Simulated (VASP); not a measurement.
# H4C (I-42m) in VASP: a series of runs

Runs on H4C. Level: LDA. Tasks: single point.

All numbers are computed with VASP 6.6.1; they aren't measurements. Logs are shortened: lines on timing, memory, paths and dates and some standing lists are left out, and cuts for length are marked.

### Step 1. The cell of the first run

It takes space group I-42m (No. 121, tetragonal). Conventional cell: a = 4.958 Å, b = 4.958 Å, c = 5.206 Å, α = 90.00°, β = 90.00°, γ = 90.00°. H (site symmetry m) has 1 C at 1.11 Å as nearest neighbours. C (site symmetry -42m) is surrounded by 4 H at 1.11 Å.

The cell comes from a database or a generator and needn't be the stable form of this composition.

### Step 2. Single point, LDA (strain +0.0500 x Voigt [1, 0, 0, 0, 0, 0], atoms carried along)

Contents of INCAR:

```
  ALGO = Normal
  EDIFF = 1E-7
  ENCUT = 520
  GGA = CA
  ISIF = 2
  ISMEAR = 0
  LASPH = T
  LCHARG = F
  LREAL = F
  LWAVE = F
  NBANDS = 12
  NELM = 100
  PREC = Accurate
  SIGMA = 0.05
```

Contents of KPOINTS:

```
k-points
0
Gamma
  6 6 6
```

Contents of POSCAR:

```
H4C
1.0
   -2.6028709149      2.4789246809      2.4789246809
    2.6028709149     -2.4789246809      2.4789246809
    2.6028709149      2.4789246809     -2.4789246809
H C
4 1
Direct
    0.0000000000      0.0000000000      0.7463128700
    0.7463128700      0.0000000000      0.0000000000
    0.0000000000      0.7463128700      0.0000000000
    0.2536871300      0.2536871300      0.2536871300
    0.0000000000      0.0000000000      0.0000000000
```

Potentials or basis: VASP PAW LDA potentials, release 64 (H, C).

The run is started by

```
> cat potpaw_LDA.64/H/POTCAR potpaw_LDA.64/C/POTCAR > POTCAR
> mpirun -np 1 vasp_std > vasp.out
```

OUTCAR:

```text
EDIFF = 1E-7
   ENCUT = 520
   GGA = CA
   ISIF = 2
   ISMEAR = 0
   LASPH = T
   LREAL = F
   NELM = 100
   PREC = Accurate

 ion  position               nearest neighbor table
   1  0.000  0.000  0.746-   5 1.11
   2  0.746  0.000  0.000-   5 1.11
   3  0.000  0.746  0.000-   5 1.11
   4  0.254  0.254  0.254-   5 1.11
   5  0.000  0.000  0.000-   1 1.11   2 1.11   3 1.11   4 1.11

  LATTYP: Found a body centered tetragonal cell.
 ALAT       =     4.9578493618
 C/A-ratio  =     1.0500000000

  Lattice vectors:

 A1 = (  -2.6028709149,   2.4789246809,  -2.4789246809)
 A2 = (  -2.6028709149,  -2.4789246809,   2.4789246809)
 A3 = (   2.6028709149,   2.4789246809,   2.4789246809)

Analysis of symmetry for initial positions (statically):
=====================================================================
 Subroutine PRICEL returns:
 Original cell was already a primitive cell.

 Routine SETGRP: Setting up the symmetry group for a
 body centered tetragonal supercell.

 Subroutine GETGRP returns: Found  8 space group operations
 (whereof  8 operations were pure point group operations)
 out of a pool of 16 trial point group operations.

The static configuration has the point symmetry D_2d.

Analysis of symmetry for dynamics (positions and initial velocities):
=====================================================================
 Subroutine PRICEL returns:
 Original cell was already a primitive cell.

 Routine SETGRP: Setting up the symmetry group for a
 body centered tetragonal supercell.

 Subroutine GETGRP returns: Found  8 space group operations
 (whereof  8 operations were pure point group operations)
 out of a pool of 16 trial point group operations.

The dynamic configuration has the point symmetry D_2d.

 Subroutine INISYM returns: Found  8 space group operations
 (whereof  8 operations are pure point group operations),
 and found     1 'primitive' translations

----------------------------------------------------------------------------------------

                                     Primitive cell

  volume of cell :      63.9793

  direct lattice vectors                    reciprocal lattice vectors
    -2.602870915  2.478924681  2.478924681     0.000000000  0.201700360  0.201700360
     2.602870915 -2.478924681  2.478924681     0.192095581  0.000000000  0.201700360
     2.602870915  2.478924681 -2.478924681     0.192095581  0.201700360  0.000000000

[... 102 lines left out ...]
   EMIN   =  10.00;   EMAX   =-10.00  energy-range for DOS
   EFERMI =   0.00;   METHOD = LEGACY
   ISMEAR =     0;   SIGMA  =   0.05  broadening in eV -4-tet -1-fermi 0-gaus
   EFERMI_NEDOS =   21; number of points for ismear=-14 and -15
   IALGO  =     38    algorithm
   IMIX   =      4    mixing-type and parameters
     AMIX     =   0.40;   BMIX     =  1.00
     AMIX_MAG =   1.60;   BMIX_MAG =  1.00
  volume/ion in A,a.u.               =      12.80        86.35
  Fermi-wavevector in a.u.,A,eV,Ry     =   0.818638  1.547001  9.118185  0.670168
  Thomas-Fermi vector in A             =   1.929300
   LORBIT       =      0    0 simple, 1 ext, 2 COOP (PROOUT), +10 PAW based schemes
   GGA     = CA    functional components
   LHFCALC =     F    Hartree Fock is set to
   AEXX    =    0.0000 exact exchange contribution
   IVDW    =     0    specifies the selected vdW correction
   LEPSILON=     F    determine dielectric tensor
   LRPA    =     F    only Hartree local field effects (RPA)
 non-spin polarized calculation
 Gauss-broadening in eV      SIGMA  =   0.05
  energy-cutoff  :      520.00
  volume of cell :       63.98
 maximum number of plane-waves:      1744
   NGX = 17   NGY = 17   NGZ = 17

 number of electron       8.0000002 magnetization

 Free energy of the ion-electron system (eV)
  ---------------------------------------------------
  ext. energy  EPLUGINS =         0.00000000
  ---------------------------------------------------
  free energy    TOTEN  =       -24.88191286 eV

  energy without entropy =      -24.88191286  energy(sigma->0) =      -24.88191286

 E-fermi :  -6.6890     XC(G=0):  -6.0258

 val. band max:       -6.9565626608   @ k =   0.0000   0.0000   0.0000
 cond. band min:       0.0815937612   @ k =   0.0000   0.0000   0.0000
 fundamental gap:      7.0381564221
 Fermi energy:        -6.6889776579

 k-point     1 :       0.0000    0.0000    0.0000
  band No.  band energies     occupation
      1     -15.0338      2.00000
      2      -7.2814      2.00000
      3      -6.9566      2.00000
      4      -6.9566      2.00000
      5       0.0816      0.00000
      6       4.7362      0.00000
      7       4.7362      0.00000
      8       5.2782      0.00000
      9       8.5427      0.00000
     10       8.9908      0.00000
     11       9.1038      0.00000
     12       9.4554      0.00000
[... 331 lines left out ...]
 k-point    24 :       0.3333   -0.1667    0.1667
  band No.  band energies     occupation
      1     -14.8365      2.00000
      2      -7.5681      2.00000
      3      -7.5090      2.00000
      4      -7.1168      2.00000
      5       1.9269      0.00000
      6       4.0465      0.00000
      7       4.1253      0.00000
      8       5.7668      0.00000
      9       6.4341      0.00000
     10       8.3114      0.00000
     11      10.3595      0.00000
     12      11.0571      0.00000

 [... further k-points ...]

------------------------ aborting loop because EDIFF is reached ----------------------------------------

  FORCE on cell =-STRESS in cart. coord.  units (eV):
  Direction    XX          YY          ZZ          XY          YZ          ZX
  --------------------------------------------------------------------------------------
  -------------------------------------------------------------------------------------
  Total       -1.0717877     -0.3981598     -0.3981598      0.0000000      0.0000000     -0.0000000
  in kB      -26.8398501     -9.9707703     -9.9707703      0.0000000      0.0000000     -0.0000000
  external PRESSURE =     -15.5937969 kB  Pullay stress =       0.0000000 kB

 VOLUME and BASIS-vectors are now :
 -----------------------------------------------------------------------------
  energy-cutoff  :      520.00
  volume of cell :       63.98
      direct lattice vectors                 reciprocal lattice vectors
    -2.602870915  2.478924681  2.478924681     0.000000000  0.201700360  0.201700360
     2.602870915 -2.478924681  2.478924681     0.192095581  0.000000000  0.201700360
     2.602870915  2.478924681 -2.478924681     0.192095581  0.201700360  0.000000000

 POSITION                                       TOTAL-FORCE (eV/Angst)
 -----------------------------------------------------------------------------------
      1.94256      1.85005     -1.85005         0.286732      0.036557     -0.036557
     -1.94256      1.85005      1.85005        -0.286732      0.036557      0.036557
      1.94256     -1.85005      1.85005         0.286732     -0.036557      0.036557
      0.66031      0.62887      0.62887        -0.286732     -0.036557     -0.036557
      0.00000      0.00000      0.00000         0.000000     -0.000000     -0.000000
 -----------------------------------------------------------------------------------
    total drift:                               -0.000000     -0.000000     -0.000000

  FREE ENERGIE OF THE ION-ELECTRON SYSTEM (eV)
  ---------------------------------------------------
  free  energy   TOTEN  =       -24.8819128610 eV

  energy  without entropy=      -24.8819128610  energy(sigma->0) =      -24.88191286
```

OSZICAR:

```text
N       E                     dE             d eps       ncg     rms          rms(c)
DAV:   1     0.297930323841E+01    0.29793E+01   -0.29890E+03   720   0.500E+02
DAV:   2    -0.264039383317E+02   -0.29383E+02   -0.28653E+02   844   0.959E+01
DAV:   3    -0.285198392691E+02   -0.21159E+01   -0.21111E+01   916   0.254E+01
DAV:   4    -0.285472210390E+02   -0.27382E-01   -0.27378E-01   884   0.348E+00
DAV:   5    -0.285474619375E+02   -0.24090E-03   -0.24090E-03   992   0.301E-01    0.893E+00
DAV:   6    -0.253148245168E+02    0.32326E+01   -0.90909E+00   820   0.124E+01    0.410E+00
DAV:   7    -0.249646735583E+02    0.35015E+00   -0.10035E+00   880   0.474E+00    0.226E+00
DAV:   8    -0.248814863463E+02    0.83187E-01   -0.14153E-01   824   0.204E+00    0.329E-01
DAV:   9    -0.248805471860E+02    0.93916E-03   -0.78091E-03   904   0.401E-01    0.171E-01
DAV:  10    -0.248818349631E+02   -0.12878E-02   -0.87405E-04   768   0.155E-01    0.311E-02
DAV:  11    -0.248819095566E+02   -0.74593E-04   -0.56429E-05   868   0.423E-02    0.117E-02
DAV:  12    -0.248819133977E+02   -0.38411E-05   -0.36934E-06   840   0.891E-03    0.405E-03
DAV:  13    -0.248819128394E+02    0.55824E-06   -0.22011E-06   884   0.568E-03    0.408E-04
DAV:  14    -0.248819128610E+02   -0.21547E-07   -0.60551E-08   804   0.154E-03
   1 F= -.24881913E+02 E0= -.24881913E+02  d E =-.135654E-15
```

Run time: 12 s. Hardware: 1 thread of Intel Xeon Platinum 8488C (Sapphire Rapids), shared host; peak memory 0.15 GiB.

Results:

| Quantity | Value |
| --- | --- |
| Free energy | -24.8819 eV |
| Pressure | -1.6 GPa |
| Largest force | 0.291 eV/Å |
| Band gap on the k mesh | 7.04 eV, direct |

Forces in eV/Å, atoms in the order of the input:
```
H    0.287  0.037 -0.037
H   -0.287  0.037  0.037
H    0.287 -0.037  0.037
H   -0.287 -0.037 -0.037
C    0.000  0.000  0.000
```

Stress tensor (GPa, compression positive):
```
-2.68  0.00  0.00
 0.00 -1.00  0.00
 0.00  0.00 -1.00
```

### Step 3. Single point, LDA (strain +0.0250 x Voigt [1, 0, 0, 0, 0, 0], atoms carried along)

Contents of INCAR:

```
  PREC = Accurate
  ENCUT = 520
  EDIFF = 1E-6
  ISMEAR = 0
  SIGMA = 0.05
  LREAL = False
  LASPH = True
  NELM = 100
  ALGO = Fast
  ISIF = 2
  LWAVE = False
  LCHARG = False
  GGA = CA
  NBANDS = 12
```

Contents of KPOINTS:

```
Automatic mesh
0
Gamma
  6 6 6
```

POSCAR: that of step 2 with these lines changed.

```diff
@@ -2,5 +2,5 @@
 1.0
-   -2.6028709149      2.4789246809      2.4789246809
-    2.6028709149     -2.4789246809      2.4789246809
-    2.6028709149      2.4789246809     -2.4789246809
+   -2.5408977979      2.4789246809      2.4789246809
+    2.5408977979     -2.4789246809      2.4789246809
+    2.5408977979      2.4789246809     -2.4789246809
 H C
```

Potentials or basis: VASP PAW LDA potentials, release 64 (H, C).

The run is started by

```
> cat potpaw_LDA.64/H/POTCAR potpaw_LDA.64/C/POTCAR > POTCAR
> mpirun -np 1 vasp_std > vasp.out
```

Run time: 16 s. Hardware: 1 thread of Intel Xeon Platinum 8488C (Sapphire Rapids), shared host; peak memory 0.15 GiB.

Results (log left out):

```yaml
Free_energy: -24.8981 eV
Pressure: -0.5 GPa
Largest_force: 0.129 eV/Å
Band_gap_on_the_k_mesh: 7.16 eV, direct
```

Forces on the atoms (eV/Å):
```
H    0.036 -0.087  0.087
H   -0.036 -0.087 -0.087
H    0.036  0.087 -0.087
H   -0.036  0.087  0.087
C    0.000  0.000  0.000
```

Stress tensor (GPa, compression positive):
```
-1.04  0.00  0.00
 0.00 -0.22  0.00
 0.00  0.00 -0.22
```

Levels at points of the mesh, in eV from the valence-band top:
```tsv
k point	band 1	band 2	band 3	band 4	band 5	band 6	band 7	band 8
(0.00, 0.00, 0.00)	-8.08	-0.17	0.00	0.00	7.16	11.95	11.95	12.23
(0.50, 0.00, 0.00)	-7.85	-0.80	-0.44	-0.02	9.16	10.61	10.67	15.05
(0.00, 0.50, 0.00)	-7.86	-0.89	-0.25	-0.09	9.15	10.51	10.87	14.95
(0.50, 0.50, 0.50)	-7.71	-0.75	-0.55	-0.55	10.22	10.36	12.99	13.24
```

A k mesh can miss the band edges.
